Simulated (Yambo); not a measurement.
# AlN (F-43m) in Yambo: a series of runs, part 2 of 2

Yambo 5.3.0. Earlier steps stand in the parts before.

## 3. Optical spectrum, PBE

optics1.in reads:

```
optics
chi
Chimod= "HARTREE"
% BndsRnXd
 1 | 33 |
%
NGsBlkXd= 3 Ry
% LongDrXd
 1 | 0 | 0 |
%
% QpntsRXd
 1 | 1 |
%
% EnRngeXd
 0 | 20 | eV
%
% DmRngeXd
 0.1 | 0.1 | eV
%
ETStpsXd= 200
```

scf.in reads:

```
&CONTROL
  calculation = 'scf'
  prefix = 'pwscf'
  outdir = './tmp'
  pseudo_dir = './pseudo'
/
&SYSTEM
  ibrav = 0
  nat = 2
  ntyp = 2
  ecutwfc = 70
  nbnd = 14
  occupations = 'smearing'
  smearing = 'fd'
  degauss = 0.00367493
  force_symmorphic = .true.
/
&ELECTRONS
  conv_thr = 4d-10
  electron_maxstep = 120
  mixing_beta = 0.5
/
ATOMIC_SPECIES
Al    26.9815 Al_ONCV_PBE-1.2.upf
N     14.0070 N_ONCV_PBE-1.2.upf
CELL_PARAMETERS angstrom
   0.0000000000    2.1839935596    2.1839935596
   2.1839935596    0.0000000000    2.1839935596
   2.1839935596    2.1839935596    0.0000000000
ATOMIC_POSITIONS crystal
Al     0.0000000000    0.0000000000    0.0000000000
N      0.2500000000    0.2500000000    0.2500000000
K_POINTS automatic
10 10 10 0 0 0
```

nscf.in reads:

```
&CONTROL
  calculation = 'nscf'
  prefix = 'pwscf'
  outdir = './tmp'
  pseudo_dir = './pseudo'
/
&SYSTEM
  ibrav = 0
  nat = 2
  ntyp = 2
  ecutwfc = 70
  nbnd = 128
  occupations = 'fixed'
  force_symmorphic = .true.
/
&ELECTRONS
  conv_thr = 1d-08
  diago_full_acc = .true.
  diago_thr_init = 1d-06
/
ATOMIC_SPECIES
Al    26.9815 Al_ONCV_PBE-1.2.upf
N     14.0070 N_ONCV_PBE-1.2.upf
CELL_PARAMETERS angstrom
   0.0000000000    2.1839935596    2.1839935596
   2.1839935596    0.0000000000    2.1839935596
   2.1839935596    2.1839935596    0.0000000000
ATOMIC_POSITIONS crystal
Al     0.0000000000    0.0000000000    0.0000000000
N      0.2500000000    0.2500000000    0.2500000000
K_POINTS automatic
6 6 6 0 0 0
```

Potentials or basis: SG15 PBE 1.2.

Command:

```bash
> OMP_NUM_THREADS=1 pw.x -in scf.in > scf.out
> OMP_NUM_THREADS=1 pw.x -in nscf.in > nscf.out
> cd tmp/pwscf.save; p2y; mv SAVE ../..; cd ../..
> OMP_NUM_THREADS=1 yambo
> OMP_NUM_THREADS=1 yambo -F optics1.in -J optics1 -C optics1_out
```

Yambo's report:

```text
[... sections 02.01 to 02.04 as in the set-up run ...]

  [02.05] Energies & Occupations
  ==============================

  [X] === General ===
  [X] Electronic Temperature                        :  0.000000  0.000000 [eV K]
  [X] Bosonic    Temperature                        :  0.000000  0.000000 [eV K]
  [X] Finite Temperature mode                       : no
  [X] El. density                                   :  0.76796E+24 [cm-3]
  [X] Fermi Level                                   :  9.342018 [eV]

  [X] === Gaps and Widths ===
  [X] Conduction Band Min                           :  3.339379 [eV]
  [X] Valence Band Max                              :  0.000000 [eV]
  [X] Filled Bands                                  :   8
  [X] Empty Bands                                   :    9  128
  [X] Direct Gap                                    :  4.200844 [eV]
  [X] Direct Gap localized at k                     :  1
  [X] Indirect Gap                                  :  3.339379 [eV]
  [X] Indirect Gap between kpts                     :   1  13
  [X] Last valence band width                       :  2.511361 [eV]
  [X] 1st conduction band width                     :  4.658449 [eV]

 [03] Transferred momenta grid and indexing
 ==========================================

 IBZ Q-points                                      :  16
 BZ  Q-points                                      :  216

 K/Q-points units:
 rlu = crystal or reduced units; cc = cartesian coordinates; iku = interal k-units

 Q [ 1]         [rlu]:  0.000000  0.000000  0.000000
 Q [ 2]         [rlu]:  0.37242E-17  0.37242E-17  0.16667
 Q [ 3]         [rlu]:  0.74483E-17  0.74483E-17  0.33333
 Q [ 4]         [rlu]:  0.10596E-16  0.10596E-16 -0.50000
 Q [ 5]         [rlu]:  0.11424E-17  0.16667      0.16667
 Q [ 6]         [rlu]:  0.37242E-17  0.16667      0.33333
 Q [ 7]         [rlu]:  0.16156E-16  0.16667      0.50000
 Q [ 8]         [rlu]:  0.10596E-16  0.16667     -0.33333
 Q [ 9]         [rlu]: -0.74483E-17  0.16667     -0.16667
 Q [10]         [rlu]:  0.22848E-17  0.33333      0.33333
 Q [11]         [rlu]:  0.80778E-17  0.33333      0.50000
 Q [12]         [rlu]:  0.25179E-17  0.33333     -0.33333
 Q [13]         [rlu]: -0.39890E-16 -0.50000     -0.50000
 Q [14]         [rlu]:  0.166667  0.333333  0.500000
 Q [15]         [rlu]:  0.166667  0.333333 -0.333333
 Q [16]         [rlu]:  0.166667 -0.500000 -0.333333

 [WARNING] [Xd] User bands 1-33 break level degeneracy

 [04] Dipoles
 ============

  [04.01] Setup: observables and procedures
  =========================================

  [WF-Oscillators/G space/Transverse up loader] Normalization (few states)  min/max  :  0.46220E-16   1.0000

  [WR./optics1//ndb.dipoles]------------------------------------------------------
   Brillouin Zone Q/K grids (IBZ/BZ)                :   16  216   16  216
   RL vectors                                       :  1893 [WF]
   Fragmentation                                    : yes
   Electronic Temperature                           :  0.000000 [K]
   Bosonic    Temperature                           :  0.000000 [K]
   DIP band range                                   :    1   33
   DIP band range limits                            :   8   9
   DIP e/h energy range                             : -1.000000 -1.000000 [eV]
   RL vectors in the sum                            :  1893
   [r,Vnl] included                                 : yes
   Bands ordered                                    : yes
   Direct v evaluation                              : no
   Approach used                                    : G-space v
   Dipoles computed                                 : R V P [G-space]
   Wavefunctions                                    : Perdew, Burke & Ernzerhof(X)+Perdew, Burke & Ernzerhof(C)

  [WARNING] [r,Vnl^pseudo] included in position and velocity dipoles.

  [WARNING] In case H contains other non local terms, these are neglected

 [05] Optics
 ===========

 [X-CG] R(p) Tot o/o(of R):    2481   43200     100
```

It took 27 s on 1 thread of Arm Neoverse V2, shared host; peak memory 0.28 GiB.

What came out:

* Band gap on the k mesh, mean-field level: 3.34 eV, indirect (least direct gap 4.20 eV)
* Electronic dielectric constant along the field: 4.50
* Electronic dielectric constant along the field, independent particles: 4.82

Dielectric function (along the field direction of the input):
```tsv
energy (eV)	real part	imaginary part
0.30	4.51	0.04
0.80	4.54	0.04
1.31	4.60	0.04
1.81	4.69	0.05
2.31	4.83	0.06
2.81	5.04	0.07
3.32	5.36	0.10
3.82	5.97	0.23
4.32	5.01	1.02
4.82	6.83	0.50
5.33	6.74	1.06
5.83	5.82	4.66
6.33	1.57	8.02
6.83	5.90	1.54
7.34	7.49	7.67
7.84	3.03	5.81
8.34	-2.39	3.12
8.84	0.90	3.28
9.35	5.32	7.62
9.85	0.37	5.02
10.35	2.14	1.70
10.85	2.11	4.92
11.36	-0.85	4.61
11.86	-1.27	4.67
12.36	-2.16	4.28
12.86	1.35	4.75
13.37	-2.27	2.96
13.87	0.07	4.57
14.37	-1.70	2.16
14.87	-2.29	3.22
15.38	-1.75	1.50
15.88	-1.22	1.91
16.38	-2.01	0.89
16.88	-0.73	1.04
17.39	-0.41	0.63
17.89	0.03	1.14
18.39	-0.61	0.70
18.89	-0.52	0.59
19.40	-0.46	0.34
20.00	-0.10	0.23
```

Caveat: spectra need much finer meshes, so this one isn't converged; these spectra lack excitons.
